**Question: can I guess the pressure of a functional by hand?**

I have the same silicon carbide cell computed with ten density functionals. No atom moves and the cell edge never changes, yet the pressure runs from clearly negative to clearly positive.

Plane-wave Kohn-Sham DFT with ABINIT 10.8.3 for silicon carbide (F-43m), in the same two-atom primitive cell with edges of 3.082 Å for every row. All runs use a 10 × 10 × 10 k-point mesh and Fermi-Dirac occupations with a width of 0.05 eV, without spin polarisation, spin-orbit coupling or a dispersion correction. Pressure is positive in compression.

| functional | potentials | wave cutoff | pressure (GPa) |
| --- | --- | --- | --- |
| LDA | PseudoDojo-NC-SR-LDA-v0.4-stringent | 1115.67 eV | -4.950 |
| PBE | JTH-PAW-PBE-v2.0 | 544.228 eV | 2.780 |
| PBEsol | JTH-PAW-PBE-v2.0 | 544.228 eV | -0.590 |
| revPBE | PseudoDojo-NC-SR-PBE-v0.4.1-standard | 1115.67 eV | 3.860 |
| r2SCAN | JTH-PAW-PBE-v2.0 | 653.073 eV | 1.530 |
| LDA-PZ | JTH-PAW-LDA-v2.0 | 544.228 eV | -4.420 |
| LDA-Teter | PseudoDojo-NC-SR-LDA-v0.4.1-standard | 1115.67 eV | -4.800 |
| OLYP | JTH-PAW-PBE-v2.0 | 544.228 eV | 0.450 |
| SCAN | JTH-PAW-PBE-v2.0 | 653.073 eV | 1.730 |
| SOGGA | JTH-PAW-PBE-v2.0 | 544.228 eV | -1.740 |

Is there a way to estimate such a number on paper, from what is known about the functional? And when should I not trust the estimate?

**Answer**

Start with what this pressure means. It isn't a load on a real crystal. It tells what a functional would do with the cell if it were free to choose: a negative value means that it wants a smaller cell, a positive value a larger one. A neighbouring series, in which each functional relaxes its own cell, would tell the same story as a list of edge lengths, with the LDA edges shortest and the revPBE edge longest.

For the LDA and for gradient-corrected functionals built like PBE, one number does most of the work. LDA exchange depends only on the local electron density $n$. PBE-type functionals multiply it by a factor that starts as $1+\mu s^2$, where $s$ measures how steeply the density changes relative to its own size. The coefficient $\mu$ is zero in LDA, about 0.12 in PBEsol and SOGGA, and about 0.22 in PBE and revPBE.

**Why a larger $\mu$ pushes outward**

Exchange lowers the energy, and the gradient term lowers it further wherever the density is steep. To first order the change is

$$\Delta E=-\mu K(V),$$

where $V$ is the cell volume and $K$ adds up $n^{4/3}s^2$ over the cell, times a positive constant. The response of the density to the new term can be neglected at this order, because the energy is stationary with respect to it.

Now stretch the crystal. If the density simply stretched with the cell, $s$ would stay the same and $K$ would fall. It doesn't: overlap with the neighbours smooths the density, between the atoms and also where the valence electrons meet the cores. As the atoms move apart this overlap shrinks and $s$ rises in both regions, and the one near the cores is expected to give a large share. The weight $n^{4/3}$ falls at the same time, but the rise of $s^2$ is expected to win. $K$ then grows with volume, and the gradient term rewards expansion. Since pressure is $-dE/dV$, the added pressure is

$$\Delta P=\mu\,\frac{dK}{dV},$$

which is positive and proportional to $\mu$.

Correlation also has a gradient term, and it acts the other way: it favours the smoother, more compact solid. PBE is built so that the two terms cancel exactly at order $s^2$. A net outward push is expected only because the gradients in a real solid are not small, and correlation levels off sooner than exchange. The slope fitted below is therefore this net effect, expected to lie well below $dK/dV$, and $\mu$ serves as a label for it. From PBE to PBEsol both terms are weakened together, which is why a single slope can still work. This is an argument from theory, as the table gives only total pressures. What the table does show is that PBEsol falls between LDA and PBE, about where a straight line in $\mu$ puts it.

**The rule**

Two rows set the constants. LDA-PZ, with $\mu=0$, gives the starting value of −4.4 GPa. PBE lies 7.2 GPa higher, and dividing this by 0.22 gives a slope of about 33 GPa. Hence

$$P\approx 33\,\mu-4.4\ \text{GPa}.$$

**Two rows worked by hand**

PBEsol took no part in setting the constants. With $\mu=0.12$ the rule gives $33\times0.12-4.4=-0.44$ GPa, and the calculation gives −0.59 GPa. To turn this into a length, divide by three times the bulk modulus, roughly 220 GPa for this material. PBEsol would shorten the edge by only about 0.1 %.

revPBE is a harder case. It shares $\mu=0.22$ with PBE, so the rule gives the same 2.9 GPa for both, while the calculation gives 3.9 GPa for revPBE. Part of the gap may be real physics: revPBE lets the exchange factor climb further before it levels off, which should push outward. But this row also uses other potentials and another cutoff than the PBE row, so the size of the difference can't be credited to the functional alone. In the LDA rows the norm-conserving potentials give 0.4 to 0.5 GPa less than PAW; if that sign carries over, the potentials don't explain the gap.

**How good is it?**

Over the five LDA and PBE-type rows that didn't set the constants, the rule misses the computed pressure by 0.7 GPa on average and by 1.3 GPa at worst. The worst miss corresponds to about 0.2 % of the cell edge. That is enough to tell an LDA from PBE, but not to settle the sign of a pressure as small as that of PBEsol. Two of the five rows are further LDA runs, so they test the starting value and not the slope. The other three, PBEsol, revPBE and SOGGA, are missed by 0.8 GPa on average. They were run with potentials made for PBE; how much this shifts their pressures isn't tested here.

The worst case is SOGGA, and it shows what a single coefficient leaves out. It has the same $\mu$ as PBEsol, the same potentials and the same cutoff, yet its pressure is 1.15 GPa lower. As published, SOGGA weakens the gradient correlation even more than PBEsol does. This run appears instead to pair SOGGA exchange with the stronger correlation of PBE; its free energy, half an eV above that of PBEsol, fits this reading. Exchange is then weakened while correlation is not, which breaks the premise of the single slope. The exchange factor of SOGGA also levels off earlier. Both should pull the cell inward, correlation being expected to do most of it, though these two rows alone can't separate the two.

The output below also holds a straight line fitted to all seven LDA and PBE-type rows. Its slope, 36 ± 3 GPa per unit of $\mu$, agrees with the hand value. A second fit, which includes the levelling-off of exchange at the single value $s=1$ and still ignores correlation, describes these rows no better.

**Where to stop using it**

The rule needs a functional whose exchange really starts as LDA plus $\mu s^2$. OLYP has no such $s^2$ term, and its correlation isn't built on that of LDA. Setting $\mu=0$ for it would predict −4.4 GPa, whereas the calculation gives +0.45 GPa. This is a functional outside the rule, not an unlucky estimate inside it.

SCAN and r2SCAN also look at the kinetic-energy density, which tells them what kind of bond they are in. Using their small-gradient coefficient, 0.12, puts the estimate about 2 GPa too low for both. I wouldn't read their high pressures as a property of these functionals yet: they were run with potentials made for PBE, both runs warned of extremely low densities at some points, and their total energies lie more than 50 eV above that of PBE on the same potentials, while PBEsol, SOGGA and OLYP stay within 2 eV of it. A repeat with consistent potentials would be the first test.

The constants 33 and −4.4 belong to this solid at this cell size. For a neighbour such as silicon, the same mechanism suggests the same order, LDA lowest, PBEsol between and PBE highest, but both constants must be set anew. One LDA run and one PBE run in the same fixed cell are enough for that. Use matching types of potentials and the same cutoff: the three LDA rows here, which differ in parametrisation, potentials and cutoff, already spread over 0.5 GPa.

Numerical output:

```
slope from the two anchors, GPa per unit of mu: 32.73
Hand rule against the calculation:
        row    mu  rule_GPa  computed_GPa  miss_GPa  edge_change_percent
        LDA     0      -4.4         -4.95      0.55                -0.75
        PBE  0.22      2.86          2.78      0.08               0.4212
     PBEsol  0.12     -0.44         -0.59      0.15             -0.08939
     revPBE  0.22      2.86          3.86        -1               0.5848
     r2SCAN  0.12     -0.44          1.53     -1.97               0.2318
     LDA-PZ     0      -4.4         -4.42      0.02              -0.6697
  LDA-Teter     0      -4.4          -4.8       0.4              -0.7273
       OLYP     0      -4.4          0.45     -4.85              0.06818
       SCAN  0.12     -0.44          1.73     -2.17               0.2621
      SOGGA  0.12     -0.44         -1.74       1.3              -0.2636
mean size of miss on the five rows not used as anchors, GPa: 0.68
largest miss on these five rows, GPa: 1.3
the same largest miss as change of edge, percent: 0.197
mu at which the rule gives zero pressure: 0.1333
spread of the three LDA rows, GPa: 0.53
revPBE less PBE, GPa: 1.08
PBEsol less SOGGA, GPa: 1.15
fit of pressure on 7 rows (dom > 0): constant -4.898 +/- 0.38, coefficient of mu 35.92 +/- 2.8; rms 0.58, worst SOGGA 1.15, leave-one-out rms 0.8
  rows outside the fit (model, value, miss): r2SCAN -0.5874, 1.53, -2.12; OLYP -4.898, 0.45, -5.35; SCAN -0.5874, 1.73, -2.32
fit of pressure on 7 rows (dom > 0): constant -4.943 +/- 0.39, coefficient of enh 43.72 +/- 3.6; rms 0.602, worst SOGGA 1.31, leave-one-out rms 0.801
  rows outside the fit (model, value, miss): r2SCAN -0.3814, 1.53, -1.91; OLYP -4.943, 0.45, -5.39; SCAN -0.3814, 1.73, -2.11
```
